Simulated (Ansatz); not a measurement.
# Cobalt, dhcp under RPBE: structure, energy and stiffness

The plan for cobalt in the dhcp structure: relax it, solve it on a dense k-mesh, then scale the cell to 7 volumes from 88 to 112 % of the relaxed one and try a fit of the equation of state. Spin polarisation is left out, though the real metal is magnetic, so this state lies above the ground state. The k-meshes are 14×14×4 for the relaxation; 19×19×5 for the dense run; 16×16×5 for the volumes.

Method: DFT RPBE, plane waves (420 eV) with PAW, scalar-relativistic; the PAW data stem from PBE, with regenerated cores, in Ansatz 0.2.0.

## (1) The system as given

The structure is hexagonal, space group P6_3/mmc (No. 194). The conventional cell has a = 2.502 Å, b = 2.502 Å, c = 8.171 Å, α = 90.00°, β = 90.00°, γ = 120.00°. Around Co (site symmetry -3m) lie 12 Co at 2.50 Å. Co (site symmetry -6m2) is surrounded by 12 Co at 2.50 Å.

As a file:

```cif
data_structure
_symmetry_space_group_name_H-M 'P6_3/mmc'
_symmetry_Int_Tables_number 194
_cell_length_a 2.5019
_cell_length_b 2.5019
_cell_length_c 8.1712
_cell_angle_alpha 90.000
_cell_angle_beta 90.000
_cell_angle_gamma 120.000
_cell_volume 44.29
loop_
_atom_site_label
_atom_site_type_symbol
_atom_site_symmetry_multiplicity
_atom_site_Wyckoff_symbol
_atom_site_fract_x
_atom_site_fract_y
_atom_site_fract_z
_atom_site_occupancy
Co1 Co 2 a 0.00000 0.00000 0.00000 1
Co2 Co 2 c 0.33333 0.66667 0.25000 1
```

## (2) Geometry optimisation

The input, input.yaml:

```yaml
crystal:
  lattice:
    - [2.5018845205, 0.0, 0.0]
    - [-1.2509422603, 2.1666955521, 0.0]
    - [0.0, 0.0, 8.1711548441]
  atoms:
    - { symbol: Co, position: [0.0, 0.0, 0.0] }
    - { symbol: Co, position: [0.0, 0.0, 0.5] }
    - { symbol: Co, position: [0.3333333333, 0.6666666667, 0.25] }
    - { symbol: Co, position: [0.6666666667, 0.3333333333, 0.75] }
hamiltonian:
  xc: rpbe
  pseudopotentials:
    kind: paw
    azcp:
      Co: "pseudopotentials/Co.paw.azcp"
basis:
  ecutwfc: 420
  fft_grid_basis: typed
kpoints:
  mp_grid: { grid: [14, 14, 4], shift: [0, 0, 0] }
magnetization:
  spin_polarized: false
scf:
  occupations: { method: fermi_dirac, width: 0.1 }
relax:
  max_steps: 60
  f_tol: 0.01
  cell: {}
```

Log, shortened:

```text
Warning: RAYON_NUM_THREADS=2 ignored (pool sized by the plan → 2); use --threads N
[...]
Pseudopotentials: kind: paw
Pseudopotential: Co, paw, valence charge 17, recommended cutoff 420 eV (normal), <dir>
Functional definition: RPBE
[...]
Crystal: 4 atoms, lattice volume = 44.294 Å³
Basis set: ecut = 420 eV, 861 PW (Γ), exchange–correlation on 36×36×120 points (8 copies of the dense FFT grid, shifted against one another)
Bands: 41, of which v1, the nominal top of the filled ones, is band 34 counted from 1 (33 counted from 0)
Symmetry: 24 space group operations
Space group: P63/mmc (ITA 194), of the structure as read, at distance tolerance 3.5e-5 Å
k-points: 72 of 784
[...]
SCF iter   1: F=—  HF=-20523.271105 eV  |F-HF|=—  |Δ(HF+E_count)|=         —  Δρ=1.05e-2  dr2=3.34e-2  ethr=1.77e-3  ⟨swp⟩=5.0  Hψ=8777  notcnv=0  defer=3
[...]
relax step   1: F+E_penalty+E_count = -20523.27199714 eV  Δ(F+E_penalty+E_count) = +0.000e0 eV  max|allowed force component| = 3.412e-17 eV/Å  Δτ_max = 0.0000 Å  P = -9.065 GPa  Ω = 44.294 Å³  (8 SCF iters, dr2 threshold 1.00e-7 eV, accepted)
[...]
relax step   4: F+E_penalty+E_count = -20523.32974982 eV  Δ(F+E_penalty+E_count) = -1.710e-5 eV  max|allowed force component| = 1.850e-17 eV/Å  Δτ_max = 0.0000 Å  P = -0.001 GPa  Ω = 42.406 Å³  energy of the carried Pulay correction = +1.722e-3 eV  (6 SCF iters, dr2 threshold 4.00e-7 eV, accepted)
[...]
relax step   5: F+E_penalty+E_count = -20523.32813872 eV  Δ(F+E_penalty+E_count) = +1.611e-3 eV  max|allowed force component| = 8.674e-18 eV/Å  Δτ_max = 0.0000 Å  P = +0.001 GPa  Ω = 42.406 Å³  stress off target by 1.06e-2 GPa  SCF on the basis re-selected at this cell (its energy is not [...]
SCF converged after 6 iterations
Free energy (F): -20523.328139 eV
[...]
E sigma→0 (E₀):  -20523.161247 eV
Entropy (-TS):   -0.333783 eV (-83.446 meV/atom)
Fermi energy:    19.244222 eV
[...]
--- Forces (eV/Å), atoms counted from 1 ---
  atom   1  Co    -0.00000000     0.00000000     0.00000000
  atom   2  Co     0.00000000     0.00000000     0.00000000
  atom   3  Co    -0.00000000    -0.00000000     0.00000000
  atom   4  Co     0.00000000     0.00000000     0.00000000
[...]
--- Stress (GPa, compression-positive) ---
       -0.004536       0.000000       0.000000
        0.000000      -0.004536       0.000000
        0.000000       0.000000       0.010644
  P = ⅓ Tr σ = 0.0005 GPa (0.005 kbar)
--- Relaxed structure (4 steps of the walk, 4 accepted, 1 SCFs on fresh bases) ---
  F+E_penalty+E_count = -20523.32813872 eV   max|allowed force component| = 8.674e-18 eV/Å   (the final SCF, on the basis selected at the relaxed cell)
  cell:  # Å, volume = 42.4057 Å³
    - [2.4685944098492683, 2.8483387108962452e-11, 0.0]
    - [-1.2342972049493015, 2.1378654705554787, 0.0]
    - [0.0, 0.0, 8.035156924803577]
  atoms:
    - { symbol: Co, position: [9.308623506462686e-35, -1.9907183548450475e-35, 6.322124520922197e-36] }
    - { symbol: Co, position: [9.123440403695472e-35, -2.361084560372073e-35, 0.5] }
    - { symbol: Co, position: [0.3333333333333333, 0.6666666666666669, 0.25] }
    - { symbol: Co, position: [0.6666666666666669, 0.33333333333333337, 0.7500000000000001] }
```

Wall time 7 s (2 threads of Intel Xeon 6975P-C (Granite Rapids), shared host); peak memory 0.45 GiB.

The steps of the relaxation:

```
step  energy change (meV/atom)  largest force (eV/Å)  pressure (GPa)  volume (Å³/atom)
   1                      0.00                0.0000           -9.06            11.074
   2                    -11.57                0.0000           -4.16            10.803
   3                    -14.43                0.0000            0.38            10.584
   4                    -14.44                0.0000            0.00            10.601
   5                    -14.04                0.0000            0.00            10.601
```

Steps that repeat a cell are solved on a basis chosen anew, so their changes of energy are no gain of the relaxation.

Changes in the cell that was computed:

|  | before | after | change |
| --- | --- | --- | --- |
| a (Å) | 2.502 | 2.469 | -1.3 % |
| b (Å) | 2.502 | 2.469 | -1.3 % |
| c (Å) | 8.171 | 8.035 | -1.7 % |
| volume (Å³/atom) | 11.074 | 10.601 | -4.3 % |
| shortest distance (Å) | 2.502 | 2.463 | -1.6 % |
| space group (spins left aside) | P6_3/mmc | P6_3/mmc | same |

## (3) The energy on a finer k-mesh

The input, input.yaml:

```yaml
crystal:
  lattice:
    - [2.4685944098, 0.0, 0.0]
    - [-1.2342972049, 2.1378654706, 0.0]
    - [0.0, 0.0, 8.0351569248]
  atoms:
    - { symbol: Co, position: [0.0, 1.0, 0.0] }
    - { symbol: Co, position: [0.0, 1.0, 0.5] }
    - { symbol: Co, position: [0.3333333333, 0.6666666667, 0.25] }
    - { symbol: Co, position: [0.6666666667, 0.3333333333, 0.75] }
hamiltonian:
  xc: rpbe
  pseudopotentials:
    kind: paw
    azcp:
      Co: "pseudopotentials/Co.paw.azcp"
basis:
  ecutwfc: 420
  fft_grid_basis: typed
kpoints:
  mp_grid: { grid: [19, 19, 5], shift: [0, 0, 0] }
magnetization:
  spin_polarized: false
scf:
  occupations: { method: fermi_dirac, width: 0.1 }
output:
  write_density: true
  write_potential: true
  elf: true
  volumetric_format: npy
```

Log:

```text
Warning: RAYON_NUM_THREADS=2 ignored (pool sized by the plan → 2); use --threads N
Engine: ansatz 0.2.0, x86_64-unknown-linux-gnu
[... 3 set-up lines as earlier in the session ...]
  parameter kappa = 0.804
  parameter beta = 0.06672455060314922
  exchange = rpbe_x(kappa = kappa, mu = beta*pi^2/3)
  correlation = pbe_c(beta = beta)
Crystal: 4 atoms, lattice volume = 42.406 Å³
Basis set: ecut = 420 eV, 813 PW (Γ)
Bands: 41, of which v1, the nominal top of the filled ones, is band 34 counted from 1 (33 counted from 0)
[... 2 set-up lines as earlier in the session ...]
k-points: 120 of 1805
Non-local potential: Co, projectors of the file, l = 0: 3, l = 1: 2, l = 2: 3, l = 3: 1
PAW form: soft (Blöchl's): semilocal exchange-correlation on the pseudo side does not see the compensation charge
PAW frozen core: Co, regenerated for the run's functional, and the local potential with it (the file was generated under x = pbe(κ = 0.804, μ = 0.2195149727645171), c = pbe(β = 0.06672455060314922))
PAW one-centre angular grid: Co, 590 points (default); XC on 64 Gauss nodes
Initial density: superposition of atomic densities (neutral atoms: chi_scale 0, normalization atom), corrected by the library's trained network
Initial wavefunctions: pseudopotential atomic-orbital guess
Functional: x = rpbe, c = pbe(β = 0.06672455060314922)
SCF iter   1: F=—  HF=-20523.329558 eV  |F-HF|=—  |Δ(HF+E_count)|=         —  Δρ=1.13e-2  dr2=3.95e-2  ethr=1.77e-3  ⟨swp⟩=5.2  Hψ=14628  notcnv=0  defer=6
preconditioner: auto → Kerker (q_TF=auto, 2.952 Å⁻¹)  [metal: Δε(μ)=0.002 eV  Ē_g=4.991 eV  σ=0.100 eV  W_gap=0.00  n_scr=12 (ndim 8)  ℏωp=34.2 eV  f_vac=0.000  D(μ)=10.13/eV (n_scr^D=214)]
SCF iter   2: F=—  HF=-20523.329904 eV  |F-HF|=—  |Δ(HF+E_count)|=   3.45e-4  Δρ=4.55e-3  dr2=7.47e-3  ethr=5.80e-5  ⟨swp⟩=1.6  Hψ=7412  notcnv=0  defer=7
SCF iter   3: F=—  HF=-20523.330019 eV  |F-HF|=—  |Δ(HF+E_count)|=   1.15e-4  Δρ=1.23e-3  dr2=5.95e-4  ethr=1.10e-5  ⟨swp⟩=1.0  Hψ=4907  notcnv=0  defer=7
SCF iter   4: F=—  HF=-20523.330070 eV  |F-HF|=—  |Δ(HF+E_count)|=   5.15e-5  Δρ=2.53e-4  dr2=1.97e-5  ethr=8.75e-7  ⟨swp⟩=1.0  Hψ=4908  notcnv=0  defer=7
SCF iter   5: F=—  HF=-20523.330067 eV  |F-HF|=—  |Δ(HF+E_count)|=   3.49e-6  Δρ=1.03e-4  dr2=3.12e-6  ethr=2.89e-8  ⟨swp⟩=2.1  Hψ=7435  notcnv=0  defer=7
SCF iter   6: F=—  HF=-20523.330066 eV  |F-HF|=—  |Δ(HF+E_count)|=   1.95e-7  Δρ=4.22e-5  dr2=2.40e-7  ethr=4.59e-9  ⟨swp⟩=2.4  Hψ=8118  notcnv=0  defer=7
SCF iter   7: F=—  HF=-20523.330066 eV  |F-HF|=—  |Δ(HF+E_count)|=   7.15e-9  Δρ=3.24e-5  dr2=4.32e-7  ethr=1.47e-10  ⟨swp⟩=2.9  Hψ=10044  notcnv=0
SCF iter   8: F=-20523.330066 eV  HF=-20523.330066 eV  |F-HF|=2.94e-9  |Δ(HF+E_count)|=   1.67e-8  Δρ=6.13e-6  dr2=5.17e-9  ethr=1.47e-10  ⟨swp⟩=1.0  Hψ=10307  notcnv=0
SCF 1 converged in 8 iterations: F = -20523.330066 eV  dr2 = 5.17e-9
SCF converged after 8 iterations
Free energy (F): -20523.330066 eV
Harris-Foulkes:  -20523.330066 eV  (|F-HF|=2.94e-9)
Internal energy: -20522.999007 eV  (E = F + TS)
E sigma→0 (E₀):  -20523.164536 eV
Entropy (-TS):   -0.331060 eV (-82.765 meV/atom)
Fermi energy:    19.245641 eV
--- Per-component energies (eV) ---
  E_band       = -938.620399
  E_kinetic    = 1818.455061
  E_local      = -11189.669715  (includes V_loc(G=0)·N_el)
  E_nonlocal   = 1808.134604
  E_hartree    = 4697.215536
  E_xc         = -638.096069
  E_vxc        = -822.342785  (∫ρ·V_xc dr)
  E_paw        = -6076.229295  (= ΣΔE_a)
  E_vpaw       = -1947.625132  (= ΣTr[D̂ρ^β])
  E_aug_tail   = 0.000363  (compensation charges beyond the density's cutoff)
  E_ewald      = -10942.624214
  E_core_change = -0.185279  (= ΣΔE_core)
  E_smearing   = -0.331060  (= −TS)
  E_closure    = 0.000000  (closes the sum)
  Σ components = -20523.330066   (vs F -20523.330066, Δ=0.00e0)
--- Band table (eV; the first three rows and the last of 120) ---
  k-point 0: bands = ["-75.9836", "-75.9535", "-75.9513", "-75.9210", "-39.3379", "-39.1680", "-39.1469", "-39.0238", "-39.0238", "-39.0018", "-39.0018", "-38.9941", "-38.9941", "-38.9740", "-38.9720", "-38.9720", "10.1747", "12.4772", "12.4794", "14.4796", "16.9353", "16.9455", "17.3147", "17.3147", "17.3491", "17.3491", "17.3904", "17.6121", "17.6121", "17.6838", "17.6838", "18.4213", "18.4213", "18.7887", "18.7887", "19.0360", "19.0625", "19.0625", "19.5066", "19.5066", "26.2161"]
  k-point 1: bands = ["-75.9820", "-75.9621", "-75.9427", "-75.9225", "-39.3291", "-39.2144", "-39.1002", "-39.0226", "-39.0226", "-39.0067", "-39.0067", "-38.9891", "-38.9891", "-38.9830", "-38.9732", "-38.9732", "10.2771", "11.7198", "13.2502", "14.4365", "17.0080", "17.0167", "17.3344", "17.3344", "17.3584", "17.3714", "17.3714", "17.5798", "17.5798", "17.6482", "17.6482", "18.4617", "18.4617", "18.6992", "18.7492", "18.7492", "19.1216", "19.1216", "19.4725", "19.4725", "26.7714"]
  k-point 2: bands = ["-75.9776", "-75.9707", "-75.9339", "-75.9270", "-39.3038", "-39.2642", "-39.0496", "-39.0190", "-39.0190", "-39.0135", "-39.0135", "-39.0092", "-38.9823", "-38.9823", "-38.9768", "-38.9768", "10.5800", "11.0700", "13.8859", "14.2695", "17.1426", "17.2689", "17.3451", "17.3862", "17.3862", "17.4166", "17.4166", "17.5242", "17.5242", "17.5674", "17.5674", "17.9832", "18.5563", "18.5563", "18.6619", "18.6619", "19.2477", "19.2477", "19.3782", "19.3782", "28.1768"]
  k-point 119: bands = ["-75.9092", "-75.9088", "-75.9056", "-75.9052", "-39.2538", "-39.2468", "-39.2448", "-39.2294", "-39.1914", "-39.1820", "-39.1690", "-39.1580", "-39.0910", "-39.0709", "-39.0563", "-39.0554", "15.6647", "15.6696", "15.8209", "15.8283", "15.9996", "16.0296", "16.0426", "16.1055", "16.9363", "16.9676", "17.0235", "17.0448", "18.1456", "18.1626", "18.6690", "18.7010", "19.2959", "19.3681", "19.5061", "19.5081", "23.9824", "24.2355", "25.4919", "25.5055", "25.9534"]
```

It took 2.7 s on 2 threads of Intel Xeon 6975P-C (Granite Rapids), shared host; peak memory 0.47 GiB.

Density in a lattice plane of the grid's cell (edges 2.47 and 8.04 Å, at 1.000 of the third edge), which holds Co.

Values in e/Å³, 12 rows by 6 columns:
```
 2.76  1.32  0.40  0.28  0.40  1.32
 0.29  0.31  0.38  0.45  0.38  0.31
 0.31  0.38  0.93  1.64  0.94  0.38
 0.31  0.32  0.39  0.46  0.39  0.32
 2.49  1.23  0.39  0.28  0.39  1.23
51.78 12.62  1.03  0.36  1.03 12.62
 2.49  1.23  0.39  0.28  0.39  1.23
 0.31  0.32  0.39  0.46  0.39  0.32
 0.31  0.38  0.94  1.64  0.93  0.38
 0.29  0.31  0.38  0.45  0.38  0.31
 2.76  1.32  0.40  0.28  0.40  1.32
56.97 13.59  1.07  0.37  1.07 13.59
```
Columns run along the first of these edges and rows up along the second, over one cell in 6 and 12 even steps from the bottom left corner. Atoms in the plane (fractional): Co at (1.00, 0.00), Co at (1.00, 0.50).

ELF in the same plane.

Values, 12 rows by 6 columns:
```
0.32 0.22 0.19 0.30 0.19 0.22
0.33 0.30 0.19 0.15 0.19 0.30
0.34 0.21 0.18 0.24 0.19 0.21
0.33 0.30 0.19 0.15 0.19 0.30
0.30 0.21 0.19 0.30 0.19 0.21
0.98 0.76 0.20 0.26 0.20 0.76
0.30 0.21 0.19 0.30 0.19 0.21
0.33 0.30 0.19 0.15 0.19 0.30
0.34 0.21 0.19 0.24 0.18 0.21
0.33 0.30 0.19 0.15 0.19 0.30
0.32 0.22 0.19 0.30 0.19 0.22
0.99 0.77 0.20 0.25 0.20 0.77
```
Columns run along the first of these edges and rows up along the second, over one cell in 6 and 12 even steps from the bottom left corner. Atoms in the plane (fractional): Co at (1.00, 0.00), Co at (1.00, 0.50).

Both are smooth fields of the valence electrons: close to the nuclei they are not physical.

## (4) At 88 % of the relaxed volume

The input, input.yaml:

```yaml
crystal:
  lattice:
    - [2.3656144549, 0.0, 0.0]
    - [-1.1828072275, 2.0486822135, 0.0]
    - [0.0, 0.0, 7.6999620888]
  atoms:
    - { symbol: Co, position: [0.0, 1.0, 0.0] }
    - { symbol: Co, position: [0.0, 1.0, 0.5] }
    - { symbol: Co, position: [0.3333333333, 0.6666666667, 0.25] }
    - { symbol: Co, position: [0.6666666667, 0.3333333333, 0.75] }
hamiltonian:
  xc: rpbe
  pseudopotentials:
    kind: paw
    azcp:
      Co: "pseudopotentials/Co.paw.azcp"
basis:
  ecutwfc: 420
  fft_grid_basis: typed
kpoints:
  mp_grid: { grid: [16, 16, 5], shift: [0, 0, 0] }
magnetization:
  spin_polarized: false
scf:
  occupations: { method: fermi_dirac, width: 0.1 }
  lower_state_search: "off"
output:
  stress: true
```

Log, shortened:

```text
Warning: RAYON_NUM_THREADS=2 ignored (pool sized by the plan → 2); use --threads N
[...]
[... 3 set-up lines as earlier in the session ...]
[...]
Crystal: 4 atoms, lattice volume = 37.317 Å³
Basis set: ecut = 420 eV, 721 PW (Γ)
Bands: 41, of which v1, the nominal top of the filled ones, is band 34 counted from 1 (33 counted from 0)
[... 1 set-up line as earlier in the session ...]
Space group: P63/mmc (ITA 194), of the structure as read, at distance tolerance 3.3e-5 Å
k-points: 90 of 1280
[...]
SCF iter   1: F=—  HF=-20522.771514 eV  |F-HF|=—  |Δ(HF+E_count)|=         —  Δρ=1.20e-2  dr2=4.17e-2  ethr=1.77e-3  ⟨swp⟩=5.4  Hψ=11118  notcnv=0  defer=6
[...]
SCF iter   6: F=-20522.768994 eV  HF=-20522.768994 eV  |F-HF|=2.78e-8  |Δ(HF+E_count)|=   1.12e-7  Δρ=2.00e-5  dr2=4.46e-8  ethr=1.47e-10  ⟨swp⟩=5.0  Hψ=14617  notcnv=0
[...]
SCF converged after 6 iterations
Free energy (F): -20522.768994 eV
[...]
E sigma→0 (E₀):  -20522.632261 eV
Entropy (-TS):   -0.273465 eV (-68.366 meV/atom)
Fermi energy:    22.483375 eV
[...]
--- Stress (GPa, compression-positive) ---
       39.883649       0.000000       0.000000
        0.000000      39.883649       0.000000
        0.000000       0.000000      40.312679
  P = ⅓ Tr σ = 40.0267 GPa (400.267 kbar)
```

Run time: 1.5 s. Hardware: 2 threads of Intel Xeon 6975P-C (Granite Rapids), shared host; peak memory 0.44 GiB.

## (5) At 92 % of the relaxed volume

input.yaml: that of step 4 with these lines changed.

```diff
@@ -2,5 +2,5 @@
   lattice:
-    - [2.3656144549, 0.0, 0.0]
-    - [-1.1828072275, 2.0486822135, 0.0]
-    - [0.0, 0.0, 7.6999620888]
+    - [2.4009273395, 0.0, 0.0]
+    - [-1.2004636698, 2.0792640686, 0.0]
+    - [0.0, 0.0, 7.814903842]
   atoms:
```

Log, shortened:

```text
Warning: RAYON_NUM_THREADS=2 ignored (pool sized by the plan → 2); use --threads N
[...]
[... 3 set-up lines as earlier in the session ...]
[...]
Crystal: 4 atoms, lattice volume = 39.013 Å³
Basis set: ecut = 420 eV, 741 PW (Γ)
Bands: 41, of which v1, the nominal top of the filled ones, is band 34 counted from 1 (33 counted from 0)
[... 1 set-up line as earlier in the session ...]
Space group: P63/mmc (ITA 194), of the structure as read, at distance tolerance 3.4e-5 Å
k-points: 90 of 1280
[...]
SCF iter   1: F=—  HF=-20523.102695 eV  |F-HF|=—  |Δ(HF+E_count)|=         —  Δρ=1.19e-2  dr2=4.26e-2  ethr=1.77e-3  ⟨swp⟩=5.3  Hψ=11056  notcnv=0  defer=6
[...]
SCF iter   7: F=-20523.101718 eV  HF=-20523.101718 eV  |F-HF|=7.67e-9  |Δ(HF+E_count)|=   2.38e-8  Δρ=5.82e-6  dr2=7.65e-9  ethr=1.47e-10  ⟨swp⟩=3.9  Hψ=12024  notcnv=0
[...]
SCF converged after 7 iterations
Free energy (F): -20523.101718 eV
[...]
E sigma→0 (E₀):  -20522.955634 eV
Entropy (-TS):   -0.292169 eV (-73.042 meV/atom)
Fermi energy:    21.311185 eV
[...]
--- Stress (GPa, compression-positive) ---
       23.386761       0.000000       0.000000
       -0.000000      23.386761       0.000000
        0.000000       0.000000      23.667650
  P = ⅓ Tr σ = 23.4804 GPa (234.804 kbar)
```

Run time: 1.8 s. Hardware: 2 threads of Intel Xeon 6975P-C (Granite Rapids), shared host; peak memory 0.44 GiB.

## (6) At 96 % of the relaxed volume

input.yaml: that of step 5 with these lines changed.

```diff
@@ -2,5 +2,5 @@
   lattice:
-    - [2.4009273395, 0.0, 0.0]
-    - [-1.2004636698, 2.0792640686, 0.0]
-    - [0.0, 0.0, 7.814903842]
+    - [2.4352309361, 0.0, 0.0]
+    - [-1.2176154681, 2.1089718547, 0.0]
+    - [0.0, 0.0, 7.9265604108]
   atoms:
```

Log, shortened:

```text
Warning: RAYON_NUM_THREADS=2 ignored (pool sized by the plan → 2); use --threads N
[...]
[... 3 set-up lines as earlier in the session ...]
[...]
Crystal: 4 atoms, lattice volume = 40.709 Å³
Basis set: ecut = 420 eV, 753 PW (Γ)
Bands: 41, of which v1, the nominal top of the filled ones, is band 34 counted from 1 (33 counted from 0)
[... 2 set-up lines as earlier in the session ...]
k-points: 90 of 1280
[...]
SCF iter   1: F=—  HF=-20523.278182 eV  |F-HF|=—  |Δ(HF+E_count)|=         —  Δρ=1.16e-2  dr2=4.15e-2  ethr=1.77e-3  ⟨swp⟩=5.3  Hψ=11013  notcnv=0  defer=4
[...]
SCF iter   7: F=-20523.278156 eV  HF=-20523.278156 eV  |F-HF|=1.13e-8  |Δ(HF+E_count)|=   4.49e-8  Δρ=7.24e-6  dr2=1.11e-8  ethr=1.47e-10  ⟨swp⟩=3.0  Hψ=13317  notcnv=0
[...]
SCF converged after 7 iterations
Free energy (F): -20523.278156 eV
[...]
E sigma→0 (E₀):  -20523.122596 eV
Entropy (-TS):   -0.311121 eV (-77.780 meV/atom)
Fermi energy:    20.235737 eV
[...]
--- Stress (GPa, compression-positive) ---
       10.316269      -0.000000       0.000000
       -0.000000      10.316269       0.000000
        0.000000       0.000000      10.477023
  P = ⅓ Tr σ = 10.3699 GPa (103.699 kbar)
```

Wall time 1.8 s (2 threads of Intel Xeon 6975P-C (Granite Rapids), shared host); peak memory 0.45 GiB.

## (7) At 100 % of the relaxed volume

input.yaml: that of step 6 with these lines changed.

```diff
@@ -2,5 +2,5 @@
   lattice:
-    - [2.4352309361, 0.0, 0.0]
-    - [-1.2176154681, 2.1089718547, 0.0]
-    - [0.0, 0.0, 7.9265604108]
+    - [2.4685944098, 0.0, 0.0]
+    - [-1.2342972049, 2.1378654706, 0.0]
+    - [0.0, 0.0, 8.0351569248]
   atoms:
```

Log, shortened:

```text
Warning: RAYON_NUM_THREADS=2 ignored (pool sized by the plan → 2); use --threads N
[...]
[... 3 set-up lines as earlier in the session ...]
[...]
Crystal: 4 atoms, lattice volume = 42.406 Å³
Basis set: ecut = 420 eV, 813 PW (Γ)
Bands: 41, of which v1, the nominal top of the filled ones, is band 34 counted from 1 (33 counted from 0)
[... 2 set-up lines as earlier in the session ...]
k-points: 90 of 1280
[...]
SCF iter   1: F=—  HF=-20523.330165 eV  |F-HF|=—  |Δ(HF+E_count)|=         —  Δρ=1.12e-2  dr2=3.83e-2  ethr=1.77e-3  ⟨swp⟩=5.1  Hψ=10971  notcnv=0  defer=5
[...]
SCF iter   8: F=-20523.330717 eV  HF=-20523.330717 eV  |F-HF|=4.38e-9  |Δ(HF+E_count)|=   1.87e-8  Δρ=7.19e-6  dr2=6.09e-9  ethr=1.47e-10  ⟨swp⟩=3.0  Hψ=12680  notcnv=0
[...]
SCF converged after 8 iterations
Free energy (F): -20523.330717 eV
[...]
E sigma→0 (E₀):  -20523.165587 eV
Entropy (-TS):   -0.330260 eV (-82.565 meV/atom)
Fermi energy:    19.245875 eV
[...]
--- Stress (GPa, compression-positive) ---
       -0.046979      -0.000000       0.000000
        0.000000      -0.046979       0.000000
        0.000000       0.000000       0.013049
  P = ⅓ Tr σ = -0.0270 GPa (-0.270 kbar)
```

Wall time 2 s (2 threads of Intel Xeon 6975P-C (Granite Rapids), shared host); peak memory 0.45 GiB.

[end of part 1 of 2]
